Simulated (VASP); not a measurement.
# PtSe2 (P-3m1) in VASP: notebook

The runs below take PtSe2 through relaxation of the atoms, with LDA, PBE+D3(BJ), optB88-vdW, rev-vdW-DF2.

Everything below comes from runs of VASP 6.6.1. Logs are shortened: lines on timing, memory, paths and dates and some standing lists are left out, and cuts for length are marked.

## (1) The structure

It takes space group P-3m1 (No. 164, trigonal). The conventional cell has a = 3.724 Å, b = 3.724 Å, c = 5.062 Å, α = 90.00°, β = 90.00°, γ = 120.00°. Pt (site symmetry -3m) is surrounded by 6 Se at 2.49 Å. Se (site symmetry 3m) has 3 Pt at 2.49 Å as nearest neighbours.

## (2) Relaxation of the atoms, LDA

Input file INCAR:

```
SYSTEM = PtSe2
  ALGO = Normal
  EDIFF = 1E-6
  EDIFFG = -0.01
  ENCUT = 520
  GGA = CA
  IBRION = 2
  ISIF = 2
  ISMEAR = 0
  KPAR = 2
  LASPH = .TRUE.
  LCHARG = .FALSE.
  LREAL = .FALSE.
  LWAVE = .FALSE.
  NELM = 80
  NSW = 60
  PREC = Accurate
  SIGMA = 0.05
```

Input file KPOINTS:

```
k-points
0
G
  10 10 8
  0 0 0
```

Input file POSCAR:

```
PtSe2
1.0
    3.7240000000      0.0000000000      0.0000000000
   -1.8620000000      3.2250786000      0.0000000000
    0.0000000000      0.0000000000      5.0620000000
Pt Se
1 2
Direct
    0.0000000000      0.0000000000      0.0000000000
    0.3333333300      0.6666666700      0.2500000000
    0.6666666700      0.3333333300      0.7500000000
```

Potentials or basis: VASP PAW LDA potentials, release 64 (Pt, Se).

Launch:

```console
> cat potpaw_LDA.64/Pt/POTCAR potpaw_LDA.64/Se/POTCAR > POTCAR
> mpirun -np 2 vasp_std > vasp.out
```

OUTCAR:

```text
SYSTEM = PtSe2
   EDIFF = 1E-6
   EDIFFG = -0.01
   ENCUT = 520
   GGA = CA
   IBRION = 2
   ISIF = 2
   ISMEAR = 0
   LASPH = .TRUE.
   LREAL = .FALSE.
   NELM = 80
   NSW = 60
   PREC = Accurate

 ion  position               nearest neighbor table
   1  0.000  0.000  0.000-   2 2.49   3 2.49   2 2.49   3 2.49   3 2.49   2 2.49
   2  0.333  0.667  0.250-   1 2.49   1 2.49   1 2.49
   3  0.667  0.333  0.750-   1 2.49   1 2.49   1 2.49

  LATTYP: Found a hexagonal cell.
 ALAT       =     3.7240000000
 C/A-ratio  =     1.3592910849

  Lattice vectors:

 A1 = (   3.7240000000,   0.0000000000,   0.0000000000)
 A2 = (  -1.8620000000,   3.2250786000,   0.0000000000)
 A3 = (   0.0000000000,   0.0000000000,   5.0620000000)

Analysis of symmetry for initial positions (statically):
=====================================================================
 Subroutine PRICEL returns:
 Original cell was already a primitive cell.

 Routine SETGRP: Setting up the symmetry group for a
 hexagonal supercell.

 Subroutine GETGRP returns: Found 12 space group operations
 (whereof 12 operations were pure point group operations)
 out of a pool of 24 trial point group operations.

The static configuration has the point symmetry D_3d.

Analysis of symmetry for dynamics (positions and initial velocities):
=====================================================================
 Subroutine PRICEL returns:
 Original cell was already a primitive cell.

 Routine SETGRP: Setting up the symmetry group for a
 hexagonal supercell.

 Subroutine GETGRP returns: Found 12 space group operations
 (whereof 12 operations were pure point group operations)
 out of a pool of 24 trial point group operations.

The dynamic configuration has the point symmetry D_3d.

 Subroutine INISYM returns: Found 12 space group operations
 (whereof 12 operations are pure point group operations),
 and found     1 'primitive' translations

----------------------------------------------------------------------------------------

                                     Primitive cell

  volume of cell :      60.7956

  direct lattice vectors                    reciprocal lattice vectors
     3.724000000  0.000000000  0.000000000     0.268528464  0.155034981  0.000000000
    -1.862000000  3.225078600  0.000000000     0.000000000  0.310069962  0.000000000
     0.000000000  0.000000000  5.062000000     0.000000000  0.000000000  0.197550375

  length of vectors
     3.724000000  3.723999997  5.062000000     0.310069962  0.310069962  0.197550375

  position of ions in fractional coordinates (direct lattice)
     0.000000000  0.000000000  0.000000000
     0.333333330  0.666666670  0.250000000
     0.666666670  0.333333330  0.750000000

  ion indices of the primitive-cell ions
   primitive index   ion index
                 1           1
                 2           2
                 3           3

----------------------------------------------------------------------------------------

 KPOINTS: k-points

Automatic generation of k-mesh.
 Grid dimensions read from file:
 generate k-points for:   10   10    8

 Generating k-lattice:

  Cartesian coordinates                     Fractional coordinates (reciprocal lattice)
     0.026852846  0.015503498  0.000000000     0.100000000  0.000000000  0.000000000
     0.000000000  0.031006996  0.000000000     0.000000000  0.100000000  0.000000000
     0.000000000  0.000000000  0.024693797     0.000000000  0.000000000  0.125000000

  Length of vectors
     0.031006996  0.031006996  0.024693797

  Shift w.r.t. Gamma in fractional coordinates (k-lattice)
     0.000000000  0.000000000  0.000000000

 Subroutine IBZKPT returns following result:
 ===========================================

 Found     94 irreducible k-points:

 Following reciprocal coordinates:
            Coordinates               Weight
  0.000000  0.000000  0.000000      1.000000
  0.100000  0.000000  0.000000      6.000000
  0.200000  0.000000  0.000000      6.000000
  0.300000  0.000000  0.000000      6.000000
[... 39 lines left out ...]
  Thomas-Fermi vector in A             =   2.303119
   LORBIT       =      0    0 simple, 1 ext, 2 COOP (PROOUT), +10 PAW based schemes
   GGA     = CA    functional components
   LHFCALC =     F    Hartree Fock is set to
   AEXX    =    0.0000 exact exchange contribution
   IVDW    =     0    specifies the selected vdW correction
   LEPSILON=     F    determine dielectric tensor
   LRPA    =     F    only Hartree local field effects (RPA)
 conjugate gradient relaxation of ions
 non-spin polarized calculation
 Gauss-broadening in eV      SIGMA  =   0.05
  energy-cutoff  :      520.00
  volume of cell :       60.80
 maximum number of plane-waves:      1654
   NGX = 13   NGY = 13   NGZ = 19

--------------------------------------- Ionic step        1  -------------------------------------------

 number of electron      21.9999998 magnetization

 Free energy of the ion-electron system (eV)
  ---------------------------------------------------
  ext. energy  EPLUGINS =         0.00000000
  ---------------------------------------------------
  free energy    TOTEN  =       -17.06013718 eV

  energy without entropy =      -17.05881237  energy(sigma->0) =      -17.05947477

------------------------ aborting loop because EDIFF is reached ----------------------------------------

  FORCE on cell =-STRESS in cart. coord.  units (eV):
  Direction    XX          YY          ZZ          XY          YZ          ZX
  --------------------------------------------------------------------------------------
  -------------------------------------------------------------------------------------
  Total        0.1323951      0.1323951     -0.3621892      0.0000000      0.0000000      0.0000000
  in kB        3.4890767      3.4890767     -9.5449570      0.0000000      0.0000000      0.0000000
  external PRESSURE =      -0.8556012 kB  Pullay stress =       0.0000000 kB
[... 59 lines left out ...]
  energy  without entropy=      -17.0619544383  energy(sigma->0) =      -17.06263266

--------------------------------------- Ionic step        3  -------------------------------------------

 number of electron      21.9999999 magnetization

 Free energy of the ion-electron system (eV)
  ---------------------------------------------------
  ext. energy  EPLUGINS =         0.00000000
  ---------------------------------------------------
  free energy    TOTEN  =       -17.06415141 eV

  energy without entropy =      -17.06286937  energy(sigma->0) =      -17.06351039

 E-fermi :   6.4688     XC(G=0): -10.9126

 val. band max:        6.4632758323   @ k =   0.3000   0.3000   0.0000
 cond. band min:       6.4951842631   @ k =  -0.1000   0.4000   0.2500
 fundamental gap:      0.0319084308
 Fermi energy:         6.4688414151

 k-point     1 :       0.0000    0.0000    0.0000
  band No.  band energies     occupation
      1      -9.1728      2.00000
      2      -6.3866      2.00000
      3      -0.7052      2.00000
      4       0.1031      2.00000
      5       0.1031      2.00000
      6       2.5361      2.00000
      7       2.5361      2.00000
      8       3.9090      2.00000
      9       5.4697      2.00000
     10       5.4697      2.00000
     11       6.9457      0.00000
     12       7.8683      0.00000
     13       7.8683      0.00000
     14       9.9941      0.00000
     15      10.5039      0.00000
[... 397 lines left out ...]
 k-point    24 :       0.5000    0.0000    0.1250
  band No.  band energies     occupation
      1      -7.3875      2.00000
      2      -7.1925      2.00000
      3      -0.8449      2.00000
      4       0.6972      2.00000
      5       1.0371      2.00000
      6       2.1807      2.00000
      7       2.8104      2.00000
      8       3.0405      2.00000
      9       3.1231      2.00000
     10       3.1993      2.00000
     11       3.7057      2.00000
     12       7.3146      0.00000
     13       8.5812      0.00000
     14      10.9554      0.00000
     15      11.8491      0.00000

 [... further k-points ...]
[... 5 lines left out ...]
  --------------------------------------------------------------------------------------
  -------------------------------------------------------------------------------------
  Total       -0.2889104     -0.2889104     -0.9003389      0.0000000      0.0000000      0.0000000
  in kB       -7.6138020     -7.6138020    -23.7270896      0.0000000      0.0000000      0.0000000
  external PRESSURE =     -12.9848978 kB  Pullay stress =       0.0000000 kB
[... 18 lines left out ...]
  FREE ENERGIE OF THE ION-ELECTRON SYSTEM (eV)
  ---------------------------------------------------
  free  energy   TOTEN  =       -17.0641514144 eV

  energy  without entropy=      -17.0628693657  energy(sigma->0) =      -17.06351039

 reached required accuracy - stopping structural energy minimisation
```

It took 37 s on 2 MPI ranks of Intel Xeon Platinum 8559C (Emerald Rapids), shared host; peak memory 0.21 GiB.

Results:

| Quantity | Value |
| --- | --- |
| Free energy | -17.0642 eV |
| Energy gained by relaxing | 1.3 meV/atom |
| Ionic steps | 3 |
| Pressure after relaxing | -1.3 GPa |
| Band gap on the k mesh | none (metal or under the smearing width) |

The path:
```csv
step,energy change (eV),largest force (eV/Å),pressure (GPa)
1,0.0000,0.2123,-0.09
2,-0.0032,0.0972,-0.75
3,-0.0040,0.0006,-1.30
```

Final structure:
```
CELL_PARAMETERS angstrom
3.72400 0.00000 0.00000
-1.86200 3.22508 0.00000
0.00000 0.00000 5.06200
ATOMIC_POSITIONS crystal
Pt 0.00000 0.00000 0.00000
Se 0.33333 0.66667 0.25373
Se 0.66667 0.33333 0.74627
```

Levels at points of the mesh, in eV from the Fermi level:
| k point | band 7 | band 8 | band 9 | band 10 | band 11 | band 12 | band 13 | band 14 | band 15 |
| --- | --- | --- | --- | --- | --- | --- | --- | --- | --- |
| (0.00, 0.00, 0.00) | -3.93 | -2.56 | -1.00 | -1.00 | 0.48 | 1.40 | 1.40 | 3.53 | 4.04 |
| (0.50, 0.00, 0.00) | -3.76 | -3.47 | -3.40 | -3.34 | -2.94 | 0.60 | 2.35 | 4.81 | 5.77 |
| (0.00, 0.00, 0.50) | -3.96 | -3.00 | -1.70 | -1.47 | -1.47 | 2.29 | 2.29 | 4.77 | 6.27 |
| (0.50, 0.00, 0.50) | -3.49 | -3.41 | -3.14 | -2.72 | -1.33 | 0.91 | 1.49 | 4.52 | 4.66 |

The run has no spin-orbit coupling, so splittings on Pt are missing.

## (3) Relaxation of the atoms, PBE+D3(BJ)

Input file INCAR:

```
  PREC = Accurate
  ENCUT = 520
  EDIFF = 1E-6
  ISMEAR = 0
  SIGMA = 0.05
  LREAL = False
  LASPH = True
  NELM = 80
  ALGO = Normal
  ISIF = 2
  LWAVE = False
  LCHARG = False
  GGA = PE
  IVDW = 12
  IBRION = 2
  NSW = 40
  EDIFFG = -0.01
  KPAR = 2
```

Input file KPOINTS:

```
Automatic mesh
0
Gamma
  10 10 8
```

POSCAR is that of step 2.

Potentials or basis: VASP PAW PBE potentials, release 64 (Pt, Se).

Launch:

```console
> cat potpaw_PBE.64/Pt/POTCAR potpaw_PBE.64/Se/POTCAR > POTCAR
> mpirun -np 2 vasp_std > vasp.out
```

Run time: 46 s. Hardware: 2 MPI ranks of Intel Xeon 6975P-C (Granite Rapids), shared host; peak memory 0.24 GiB.

The run converged. Its results:

| Quantity | Value |
| --- | --- |
| Free energy | -15.6470 eV |
| Energy gained by relaxing | 9.7 meV/atom |
| Ionic steps | 4 |
| Pressure after relaxing | 0.3 GPa |
| Band gap on the k mesh | none (metal or under the smearing width) |
| Dispersion energy per atom | -0.478 eV |

Stress tensor (GPa, compression positive):
```
 1.22  0.00  0.00
 0.00  1.22  0.00
 0.00  0.00 -1.50
```

The path:
| step | energy change (eV) | largest force (eV/Å) | pressure (GPa) |
| --- | --- | --- | --- |
| 1 | 0.0000 | 0.5920 | 3.46 |
| 2 | -0.0239 | 0.2495 | 1.63 |
| 3 | -0.0291 | 0.0175 | 0.25 |
| 4 | -0.0292 | 0.0002 | 0.31 |

Final structure:
```xyz
3
Lattice="3.7240 0.0000 0.0000 -1.8620 3.2251 0.0000 0.0000 0.0000 5.0620" Properties=species:S:1:pos:R:3 pbc="T T T"
Pt    0.0000    0.0000    0.0000
Se    0.0000    2.1501    1.3153
Se    1.8620    1.0750    3.7467
```

Levels at points of the mesh, in eV from the Fermi level:
| k point | band 9 | band 10 | band 11 | band 12 | band 13 | band 14 |
| --- | --- | --- | --- | --- | --- | --- |
| (0.00, 0.00, 0.00) | -0.95 | -0.95 | 0.54 | 1.28 | 1.28 | 3.63 |
| (0.50, 0.00, 0.00) | -3.30 | -3.26 | -2.90 | 0.57 | 2.33 | 4.92 |
| (0.00, 0.00, 0.50) | -1.74 | -1.48 | -1.48 | 2.26 | 2.26 | 4.90 |
| (0.50, 0.00, 0.50) | -3.05 | -2.56 | -1.31 | 0.79 | 1.53 | 4.53 |

Caveat: pairwise dispersion overbinds metals, which lowers pressure and volume.

## (4) Relaxation of the atoms, optB88-vdW

Input file INCAR:

```
SYSTEM = PtSe2
AGGAC    = 0.0          
ALGO     = Normal         ! electronic algorithm
EDIFF    = 1E-6           ! SCF threshold, eV
EDIFFG   = -0.01          ! ionic threshold
ENCUT    = 520            ! plane-wave cutoff, eV
GGA      = BO             ! functional
IBRION   = 2              ! ionic algorithm
ISIF     = 2              ! what is computed and relaxed
ISMEAR   = 0              ! smearing method
KPAR     = 2            
LASPH    = .TRUE.         ! aspherical terms in the spheres
LCHARG   = .FALSE.        ! write CHGCAR
LREAL    = .FALSE.        ! projectors in reciprocal space
LUSE_VDW = .TRUE.       
LWAVE    = .FALSE.        ! write WAVECAR
NELM     = 100            ! most SCF steps
NSW      = 40             ! ionic steps
PARAM1   = 0.1833333333 
PARAM2   = 0.22         
PREC     = Accurate       ! precision mode
SIGMA    = 0.05           ! smearing width, eV
```

Input file KPOINTS:

```
k-points
0
G
  10 10 8
  0 0 0
```

POSCAR is that of step 3.

Launch:

```console
> cat potpaw_PBE.64/Pt/POTCAR potpaw_PBE.64/Se/POTCAR > POTCAR
> mpirun -np 2 vasp_std > vasp.out
```

Run time: 3.7 min. Hardware: 2 MPI ranks of Intel Xeon Platinum 8259CL at 2.50GHz (Skylake/Cascade Lake), shared host; peak memory 0.44 GiB.

The run converged. Its results:

| Item | Value |
| --- | --- |
| Free energy | -8.3296 eV |
| Energy gained by relaxing | 21.3 meV/atom |
| Ionic steps | 3 |
| Pressure after relaxing | 4.1 GPa |
| Largest force after relaxing | 0.006 eV/Å |
| Band gap on the k mesh | none (metal or under the smearing width) |

Forces in eV/Å, atoms in the order of the input:
```
Pt   0.000  0.000  0.000
Se   0.000  0.000 -0.006
Se   0.000  0.000  0.006
```

Stress tensor (GPa, compression positive):
```
5.15 0.00 0.00
0.00 5.15 0.00
0.00 0.00 2.10
```

The path:
```
step  energy change (eV)  largest force (eV/Å)  pressure (GPa)
   1              0.0000                0.8970            8.53
   2             -0.0539                0.3534            5.78
   3             -0.0640                0.0059            4.13
```

Final structure:
```cif
data_structure
_symmetry_space_group_name_H-M 'P 1'
_symmetry_Int_Tables_number 1
_cell_length_a 3.7240
_cell_length_b 3.7240
_cell_length_c 5.0620
_cell_angle_alpha 90.000
_cell_angle_beta 90.000
_cell_angle_gamma 120.000
_cell_volume 60.80
loop_
_atom_site_label
_atom_site_type_symbol
_atom_site_fract_x
_atom_site_fract_y
_atom_site_fract_z
_atom_site_occupancy
Pt1 Pt 0.00000 0.00000 0.00000 1
Se1 Se 0.33333 0.66667 0.26433 1
Se2 Se 0.66667 0.33333 0.73567 1
```

Levels at points of the mesh, in eV from the Fermi level:
```csv
k point,band 9,band 10,band 11,band 12,band 13,band 14
"(0.00, 0.00, 0.00)",-0.85,-0.85,0.60,1.21,1.21,3.80
"(0.50, 0.00, 0.00)",-3.18,-3.18,-2.80,0.55,2.32,5.03
"(0.00, 0.00, 0.50)",-1.73,-1.44,-1.44,2.24,2.24,5.05
"(0.50, 0.00, 0.50)",-2.93,-2.36,-1.23,0.72,1.53,4.54
```

Caveat: the PAW data sets were made with another functional, which shifts forces and pressure a little.

## (5) Relaxation of the atoms, rev-vdW-DF2

Input file INCAR:

```
PREC = Accurate ; ENCUT = 520
EDIFF = 1E-6 ; ISMEAR = 0
SIGMA = 0.05 ; LREAL = False
LASPH = True ; NELM = 100
ALGO = Normal ; ISIF = 2
LWAVE = False ; LCHARG = False
GGA = MK ; LUSE_VDW = True
AGGAC = 0.0 ; PARAM1 = 0.1234
PARAM2 = 0.711357 ; ZAB_VDW = -1.8867
IBRION = 2 ; NSW = 40
EDIFFG = -0.01 ; KPAR = 2
```

Input file KPOINTS:

```
Automatic mesh
0
Gamma
  10 10 8
```

POSCAR is that of step 4.

Launch:

```console
> cat potpaw_PBE.64/Pt/POTCAR potpaw_PBE.64/Se/POTCAR > POTCAR
> mpirun -np 2 vasp_std > vasp.out
```

It took 92 s on 2 MPI ranks of Intel Xeon 6975P-C (Granite Rapids), shared host; peak memory 0.45 GiB.

Results (log left out):

```yaml
Free_energy: -9.4015 eV
Energy_gained_by_relaxing: 14.2 meV/atom
Ionic_steps: 3
Pressure_after_relaxing: 2.3 GPa
Band_gap_on_the_k_mesh: none (metal or under the smearing width)
```

Stress tensor (GPa, compression positive):
```
3.23 0.00 0.00
0.00 3.23 0.00
0.00 0.00 0.48
```

The path:
```csv
step,energy change (eV),largest force (eV/Å),pressure (GPa)
1,0.0000,0.7204,5.95
2,-0.0353,0.2963,3.72
3,-0.0425,0.0016,2.31
```

Final structure:
```cif
data_structure
_symmetry_space_group_name_H-M 'P 1'
_symmetry_Int_Tables_number 1
_cell_length_a 3.7240
_cell_length_b 3.7240
_cell_length_c 5.0620
_cell_angle_alpha 90.000
_cell_angle_beta 90.000
_cell_angle_gamma 120.000
_cell_volume 60.80
loop_
_atom_site_label
_atom_site_type_symbol
_atom_site_fract_x
_atom_site_fract_y
_atom_site_fract_z
_atom_site_occupancy
Pt1 Pt 0.00000 0.00000 0.00000 1
Se1 Se 0.33333 0.66667 0.26166 1
Se2 Se 0.66667 0.33333 0.73834 1
```

Levels at points of the mesh, in eV from the Fermi level:
| k point | band 9 | band 10 | band 11 | band 12 | band 13 | band 14 |
| --- | --- | --- | --- | --- | --- | --- |
| (0.00, 0.00, 0.00) | -0.89 | -0.89 | 0.58 | 1.27 | 1.27 | 3.66 |
| (0.50, 0.00, 0.00) | -3.24 | -3.21 | -2.85 | 0.56 | 2.34 | 4.95 |
| (0.00, 0.00, 0.50) | -1.73 | -1.45 | -1.45 | 2.26 | 2.26 | 4.92 |
| (0.50, 0.00, 0.50) | -2.99 | -2.46 | -1.26 | 0.77 | 1.53 | 4.52 |

Caveat: the PAW data sets were made with another functional, which shifts forces and pressure a little. The run has no spin-orbit coupling, so splittings on Pt are missing.

## (6) Overview

```csv
level,potentials or basis,gap on the mesh (eV),pressure (GPa)
LDA,"VASP PAW LDA potentials, release 64 (Pt, Se)",none,-1.3
PBE+D3(BJ),"VASP PAW PBE potentials, release 64 (Pt, Se)",none,0.3
optB88-vdW,"VASP PAW PBE potentials, release 64 (Pt, Se)",none,4.1
rev-vdW-DF2,"VASP PAW PBE potentials, release 64 (Pt, Se)",none,2.3
```

Alike in all rows: task relaxation of the atoms; no spin polarisation; cell atoms relaxed; k mesh 10 × 10 × 8; cutoff (eV) 520; smearing gaussian 0.05 eV.

Caveats: the PAW data sets were made with another functional, which shifts forces and pressure a little (some runs); pairwise dispersion overbinds metals, which lowers pressure and volume (some runs).

Total energies depend on the potentials used, so only differences within one code and one set of settings carry meaning.
